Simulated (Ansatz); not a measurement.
## G0W0 run on GaN (F-43m)

Level of theory: G0W0@PBE, full frequency by contour deformation, hard PAW set made for 700 eV (Ansatz 0.2.0-dev).

Input:

```yaml
crystal:
  lattice:
    - [0.0, 2.23, 2.23]
    - [2.23, 0.0, 2.23]
    - [2.23, 2.23, 0.0]
  atoms:
    - { symbol: Ga, position: [0.0, 0.0, 0.0] }
    - { symbol: "N", position: [0.25, 0.25, 0.25] }
basis:
  precision: f64
  xc_grid: 2
  ecutwfc: 700
  ecutrho_ratio: 4
kpoints:
  mp_grid: { grid: [4, 4, 4], shift: [0, 0, 0] }
hamiltonian:
  xc: pbe
  dispersion: none
  pseudopotentials:
    kind: paw
    azcp:
      Ga: "pseudopotentials/Ga.paw.azcp"
      "N": "pseudopotentials/N.paw.azcp"
magnetization:
  spin_polarized: false
scf:
  lower_state_search: "off"
  max_iter: 200
  occupations: { method: fixed }
  convergence: { dr2_threshold: "1e-10 eV" }
output: {}
gw:
  n_empty_bands: 143
  ecut_chi: 200
  ecutfock_ratio: 2
  qp_bands: [v1, c1]
  screening: { model: contour_deformation }
```

Levels count from the highest filled Kohn-Sham level listed; ε_QP = ε_KS + Z(Σ − Vxc). VB is the top filled band, CB the lowest empty one.

| k | band | ε_KS (eV) | Σx − Vxc (eV) | Σc (eV) | Z | ε_QP (eV) |
| --- | --- | --- | --- | --- | --- | --- |
| Γ | VB | 0.00 | -3.75 | 2.85 | 0.76 | -0.69 |
| Γ | CB | 1.92 | 4.68 | -4.14 | 0.79 | 2.34 |

The gap (direct at Γ) opens from 1.92 eV to 3.02 eV.

Electronic (ion-clamped) dielectric constant on this mesh, from the head of the inverse dielectric matrix: 8.6.

The cell is a model at fixed atoms and needn't be the relaxed known crystal. Spin-orbit coupling is left out. The mesh is coarse, so these are values at the stated settings, not converged ones. Band sums or response are cut, so the gap isn't at its basis limit. Filled d shells converge slowest, and with PAW files the limit can differ from the all-electron one by tenths of an eV. Meshes this coarse can overestimate the dielectric constant by a tenth and more.
